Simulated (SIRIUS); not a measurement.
# SiO2 (P6_422) in SIRIUS: reference runs

Aim: a first look at SiO2 with PBE, on the cell as given.

Everything below comes from runs of SIRIUS 7.10.0. Logs are shortened: lines on timing, memory, paths and dates and some standing lists are left out, and cuts for length are marked. The log counts tension as positive stress, the text compression.

## Step 1: The crystal as given

It takes space group P6_422 (No. 181, hexagonal). The conventional cell has a = 5.061 Å, b = 5.061 Å, c = 5.541 Å, α = 90.00°, β = 90.00°, γ = 120.00°. Si (site symmetry 222) is surrounded by 4 O at 1.61 Å. Around O (site symmetry 2) lie 2 Si at 1.61 Å.

The cell comes from a database or a generator and needn't be the stable form of this composition.

## Step 2: Single point, PBE

sirius.json reads:

```json
{
  "control": {
    "processing_unit": "cpu",
    "verbosity": 2,
    "num_bands_to_print": 34,
    "print_forces": true,
    "print_stress": true
  },
  "parameters": {
    "electronic_structure_method": "pseudopotential",
    "xc_functionals": ["XC_GGA_X_PBE", "XC_GGA_C_PBE"],
    "gk_cutoff": 9.2,
    "pw_cutoff": 18.4,
    "ngridk": [6, 6, 5],
    "shiftk": [0, 0, 0],
    "smearing": "fermi_dirac",
    "smearing_width": 0.0018374661,
    "num_bands": 34,
    "num_mag_dims": 0,
    "num_dft_iter": 100,
    "energy_tol": 1e-08,
    "density_tol": 1e-06
  },
  "iterative_solver": {
    "type": "davidson",
    "min_tolerance": 1e-09,
    "tolerance_scale": [0.1, 0.25]
  },
  "mixer": {
    "type": "anderson",
    "beta": 0.7,
    "max_history": 8
  },
  "settings": {
    "tol_ne": 1e-10,
    "pseudo_grid_cutoff": 6.5
  },
  "unit_cell": {
    "lattice_vectors": [
      [1.0, 0.0, 0.0],
      [-0.5, 0.866025403782, 0.0],
      [0.0, 0.0, 1.09501609911]
    ],
    "lattice_vectors_scale": 9.5630010593,
    "atom_coordinate_units": "lattice",
    "atom_types": ["Si", "O"],
    "atom_files": {
      "Si": "Si.json",
      "O": "O.json"
    },
    "atoms": {
      "Si": [
        [0.5, 0.0, 0.0],
        [0.5, 0.5, 0.6666666667],
        [0.0, 0.5, 0.3333333333]
      ],
      "O": [
        [0.20860537, 0.79139463, 0.1666666667],
        [0.20860537, 0.41721074, 0.5],
        [0.41721074, 0.20860537, 0.8333333333],
        [0.79139463, 0.20860537, 0.1666666667],
        [0.79139463, 0.58278926, 0.5],
        [0.58278926, 0.79139463, 0.8333333333]
      ]
    }
  }
}
```

Potentials or basis: PseudoDojo 0.4.1 PBE standard (scalar relativistic).

The run is started by

```sh
upf_to_json Si.upf
upf_to_json O.upf
OMP_NUM_THREADS=1 sirius.scf --input=sirius.json --output=out.json --task=0
```

The program printed:

```text
[info] SIRIUS version : 7.10.0
[info] number of MPI ranks           : 1
[info] MPI grid                      : 1 1
[info] maximum number of OMP threads : 1
[fft] FFT context for density and potential
[fft] =====================================
[fft]   comm size                             : 1
[fft]   plane wave cutoff                     : 18.4
[fft]   grid size                             : 60 60 64   total : 230400
[fft]   grid limits                           : -29 30   -29 30   -31 32
[fft]   number of G-vectors within the cutoff : 43573
[fft]   local number of G-vectors             : 43573
[fft]   number of G-shells                    : 4202
[fft] FFT context for coarse grid
[fft] =====================================
[fft]   comm size                             : 1
[fft]   plane wave cutoff                     : 18.4
[fft]   grid size                             : 60 60 64   total : 230400
[fft]   grid limits                           : -29 30   -29 30   -31 32
[fft]   number of G-vectors within the cutoff : 43573
[fft]   local number of G-vectors             : 43573
[fft]   number of G-shells                    : 4202
[unit cell] lattice vectors
[unit cell]   a1 :       9.5630010593      0.0000000000      0.0000000000
[unit cell]   a2 :      -4.7815005296      8.2818018537      0.0000000000
[unit cell]   a3 :       0.0000000000      0.0000000000     10.4716401157
[unit cell] reciprocal lattice vectors
[unit cell]   b1 :       0.6570307028      0.3793368531     -0.0000000000
[unit cell]   b2 :       0.0000000000      0.7586737063      0.0000000000
[unit cell]   b3 :       0.0000000000     -0.0000000000      0.6000192174
[unit cell] unit cell volume :       829.34216789 [a.u.^3]
[unit cell] 1/sqrt(omega)    :         0.03472427
[unit cell] MT volume        :         0.00000000 ( 0.00%)
[unit cell] IT volume        :       829.34216789 (100.00%)
[unit cell] number of atom types : 2
[unit cell] type id : 0 symbol : Si mt_radius :  15.090000 num_atoms : 3
[unit cell] type id : 1 symbol :  O mt_radius :   9.350000 num_atoms : 6
[unit cell] total number of atoms : 9
[unit cell] number of symmetry classes : 2
[unit cell] number of PAW atoms : 0
[unit cell] atom id  type id  class id             position                      vector_field
[unit cell] ------------------------------------------------------------------------------------------
[unit cell]      0        0        0      0.50000   0.00000   0.00000      0.00000   0.00000   0.00000
[unit cell]      1        0        0      0.50000   0.50000   0.66667      0.00000   0.00000   0.00000
[unit cell]      2        0        0      0.00000   0.50000   0.33333      0.00000   0.00000   0.00000
[unit cell]      3        1        1      0.20861   0.79139   0.16667      0.00000   0.00000   0.00000
[unit cell]      4        1        1      0.20861   0.41721   0.50000      0.00000   0.00000   0.00000
[unit cell]      5        1        1      0.41721   0.20861   0.83333      0.00000   0.00000   0.00000
[unit cell]      6        1        1      0.79139   0.20861   0.16667      0.00000   0.00000   0.00000
[unit cell]      7        1        1      0.79139   0.58279   0.50000      0.00000   0.00000   0.00000
[unit cell]      8        1        1      0.58279   0.79139   0.83333      0.00000   0.00000   0.00000
[unit cell] atom id         position (Cartesian, a.u.)
[unit cell] ---------------------------------------------
[unit cell]      0       4.781501    0.000000    0.000000
[unit cell]      1       2.390750    4.140901    6.981093
[unit cell]      2      -2.390750    4.140901    3.490547
[unit cell]      3      -1.789160    6.554174    1.745273
[unit cell]      4       0.000000    3.455257    5.235820
[unit cell]      5       2.992340    1.727628    8.726367
[unit cell]      6       6.570661    1.727628    1.745273
[unit cell]      7       4.781501    4.826545    5.235820
[unit cell]      8       1.789160    6.554174    8.726367
[unit cell] class id : 0 atom id : 0 1 2
[unit cell] class id : 1 atom id : 3 4 5 6 7 8
[unit cell] minimum bond length:     3.038383
[unit cell] total number of pseudo wave-functions: 36
[sym] space group number   : 181
[sym] international symbol : P6_422
[sym] Hall symbol          : P 64 2 (0 0 2)
[sym] space group transformation matrix :
[sym]   1.0000  0.0000  0.0000
[sym]   0.0000  1.0000  0.0000
[sym]   0.0000  0.0000  1.0000
[... 322 lines left out ...]
[find] Free energy (E-TS)             :    -112.35798314 (Ha),    -224.71596628 (Ry)
[find] band gap (eV)                  :       5.75286011
[find] Efermi                         :       0.11341166
[find] iteration : 11, RMS : 7.515194804334e-07, energy difference : -2.084050265694e-09
[find] Hartree energy of density residual : 7.564663391970e-11
[find] bands are converged : false
[find] iterative solver converged : true
[find] converged after 12 SCF iterations!
[find] Charges and magnetic moments
[find] --------------------------------------------------------------------------------
[find] total charge          : 48.000000
[find] Energy
[find] --------------------------------------------------------------------------------
[find] valence_eval_sum               :      -8.93461618
[find] <rho|V^{XC}>                   :     -33.73741323
[find] <rho|E^{XC}>                   :     -30.37044079
[find] <mag|B^{XC}>                   :       0.00000000
[find] <rho|V^{H}>                    :      84.31414945
[find] one-electron contribution      :     -59.51135240 (Ha),    -119.02270481 (Ry)
[find] hartree contribution           :      42.15707473
[find] xc contribution                :     -30.37044079
[find] ewald contribution             :     -64.63349470
[find] PAW contribution               :       0.00000000
[find] smearing (-TS)                 :      -0.00000000
[find] SCF correction                 :       0.00023004
[find] Total energy                   :    -112.35798314 (Ha),    -224.71596628 (Ry)
[find] Free energy (E-TS)             :    -112.35798314 (Ha),    -224.71596628 (Ry)
[find] band gap (eV)                  :       5.75286011
[find] Efermi                         :       0.11341166
[ground_state] === stress tensor components [kbar] ===
[ground_state] === stress_kin ===
[ground_state] -17408.591807   -0.000000    0.000000
[ground_state]    -0.000000-17408.591807    0.000000
[ground_state]     0.000000    0.000000-17412.108376
[ground_state] === stress_har ===
[ground_state] -4931.476471   -0.000000    0.000000
[ground_state]    -0.000000-4931.476471   -0.000000
[ground_state]     0.000000   -0.000000-5092.319383
[ground_state] === stress_ewald ===
[ground_state]  7734.554680    0.000000    0.000000
[ground_state]     0.000000 7734.554680    0.000000
[ground_state]     0.000000    0.000000 7459.699647
[ground_state] === stress_vloc ===
[ground_state]  6735.615542    0.000000   -0.000000
[ground_state]     0.000000 6735.615542   -0.000000
[ground_state]    -0.000000   -0.000000 7176.806362
[ground_state] === stress_xc ===
[ground_state]  1346.641062    0.000000    0.000000
[ground_state]     0.000000 1346.641062    0.000000
[ground_state]     0.000000    0.000000 1347.059846
[ground_state] === stress_core ===
[ground_state]  1842.730923    0.000000   -0.000000
[ground_state]     0.000000 1842.730923   -0.000000
[ground_state]    -0.000000   -0.000000 1842.932949
[ground_state] === stress_nonloc ===
[ground_state]  4635.645261    0.000000    0.000000
[ground_state]     0.000000 4635.645261    0.000000
[ground_state]     0.000000    0.000000 4633.561407
[ground_state] === stress_us_nl ===
[ground_state]  4635.645261    0.000000    0.000000
[ground_state]     0.000000 4635.645261    0.000000
[ground_state]     0.000000    0.000000 4633.561407
[ground_state] === stress_total ===
[ground_state]   -44.880809   -0.000000    0.000000
[ground_state]    -0.000000  -44.880809    0.000000
[ground_state]     0.000000    0.000000  -44.367548
[ground_state] ==== total Forces in Ha/bohr =====
[ground_state] atom:    0, force:      -0.0000000      0.0000000      0.0000000
[ground_state] atom:    1, force:       0.0000000      0.0000000     -0.0000000
[ground_state] atom:    2, force:      -0.0000000      0.0000000      0.0000000
[ground_state] atom:    3, force:      -0.0035489      0.0020490     -0.0000000
[ground_state] atom:    4, force:      -0.0000000     -0.0040979     -0.0000000
[ground_state] atom:    5, force:      -0.0035489     -0.0020490      0.0000000
[ground_state] atom:    6, force:       0.0035489     -0.0020490      0.0000000
[ground_state] atom:    7, force:       0.0000000      0.0040979      0.0000000
[ground_state] atom:    8, force:       0.0035489      0.0020490     -0.0000000
[ground_state] ==== ultrasoft contribution from Qij =====
[ground_state] atom:    0, force:       0.0000000      0.0000000      0.0000000
[ground_state] atom:    1, force:       0.0000000      0.0000000      0.0000000
[ground_state] atom:    2, force:       0.0000000      0.0000000      0.0000000
[ground_state] atom:    3, force:       0.0000000      0.0000000      0.0000000
[ground_state] atom:    4, force:       0.0000000      0.0000000      0.0000000
[ground_state] atom:    5, force:       0.0000000      0.0000000      0.0000000
[ground_state] atom:    6, force:       0.0000000      0.0000000      0.0000000
[ground_state] atom:    7, force:       0.0000000      0.0000000      0.0000000
[ground_state] atom:    8, force:       0.0000000      0.0000000      0.0000000
[ground_state] ==== non-local contribution from Beta-projector =====
[ground_state] atom:    0, force:      -0.0000000      0.0000000      0.0000000
[ground_state] atom:    1, force:       0.0000000      0.0000000     -0.0000000
[ground_state] atom:    2, force:       0.0000000      0.0000000      0.0000000
[ground_state] atom:    3, force:       0.2948237     -0.1702166     -0.0000000
[ground_state] atom:    4, force:      -0.0000000      0.3404331      0.0000000
[ground_state] atom:    5, force:       0.2948237      0.1702166      0.0000000
[ground_state] atom:    6, force:      -0.2948237      0.1702166      0.0000000
[ground_state] atom:    7, force:       0.0000000     -0.3404331      0.0000000
[ground_state] atom:    8, force:      -0.2948237     -0.1702166     -0.0000000
[ground_state] ==== contribution from local potential =====
[ground_state] atom:    0, force:      -0.0000000      0.0000000      0.0000000
[ground_state] atom:    1, force:       0.0000000      0.0000000      0.0000000
[ground_state] atom:    2, force:       0.0000000     -0.0000000      0.0000000
[ground_state] atom:    3, force:       1.0967625     -0.6332161      0.0000000
[ground_state] atom:    4, force:       0.0000000      1.2664322      0.0000000
[ground_state] atom:    5, force:       1.0967625      0.6332161      0.0000000
[ground_state] atom:    6, force:      -1.0967625      0.6332161      0.0000000
[ground_state] atom:    7, force:      -0.0000000     -1.2664322     -0.0000000
[ground_state] atom:    8, force:      -1.0967625     -0.6332161     -0.0000000
[ground_state] ==== contribution from core density =====
[ground_state] atom:    0, force:      -0.0000000      0.0000000      0.0000000
[ground_state] atom:    1, force:       0.0000000      0.0000000      0.0000000
[ground_state] atom:    2, force:       0.0000000      0.0000000      0.0000000
[ground_state] atom:    3, force:      -0.0073873      0.0042650      0.0000000
[ground_state] atom:    4, force:       0.0000000     -0.0085301     -0.0000000
[ground_state] atom:    5, force:      -0.0073873     -0.0042650      0.0000000
[ground_state] atom:    6, force:       0.0073873     -0.0042650      0.0000000
[ground_state] atom:    7, force:      -0.0000000      0.0085301      0.0000000
[ground_state] atom:    8, force:       0.0073873      0.0042650      0.0000000
[ground_state] ==== Ewald forces from ions =====
[ground_state] atom:    0, force:      -0.0000000     -0.0000000      0.0000000
[ground_state] atom:    1, force:      -0.0000000     -0.0000000      0.0000000
[ground_state] atom:    2, force:      -0.0000000      0.0000000      0.0000000
[ground_state] atom:    3, force:      -1.3877507      0.8012183      0.0000000
[ground_state] atom:    4, force:      -0.0000000     -1.6024365     -0.0000000
[ground_state] atom:    5, force:      -1.3877507     -0.8012183      0.0000000
[ground_state] atom:    6, force:       1.3877507     -0.8012183      0.0000000
[ground_state] atom:    7, force:      -0.0000000      1.6024365     -0.0000000
[ground_state] atom:    8, force:       1.3877507      0.8012183      0.0000000
[~DFT_ground_state] local op. applied: 22726
[~DFT_ground_state] evp. work count: 2843.11
[~DFT_ground_state] number of iterative solver steps: 1434
```

Wall time 4.5 min (1 thread of Arm Neoverse V2, shared host); peak memory 1.1 GiB.

What came out:

| Property | Result |
| --- | --- |
| Free energy | -3057.4165 eV |
| Pressure | 4.5 GPa |
| Largest force | 0.211 eV/Å |
| Band gap on the k mesh | 5.75 eV |

Forces in eV/Å, atoms in the order of the input:
```
Si   0.000  0.000  0.000
Si   0.000  0.000  0.000
Si   0.000  0.000  0.000
O   -0.182  0.105  0.000
O    0.000 -0.211  0.000
O   -0.182 -0.105  0.000
O    0.182 -0.105  0.000
O    0.000  0.211  0.000
O    0.182  0.105  0.000
```

Caveat: an odd mesh through Γ misses points on the zone boundary, where band edges often lie.
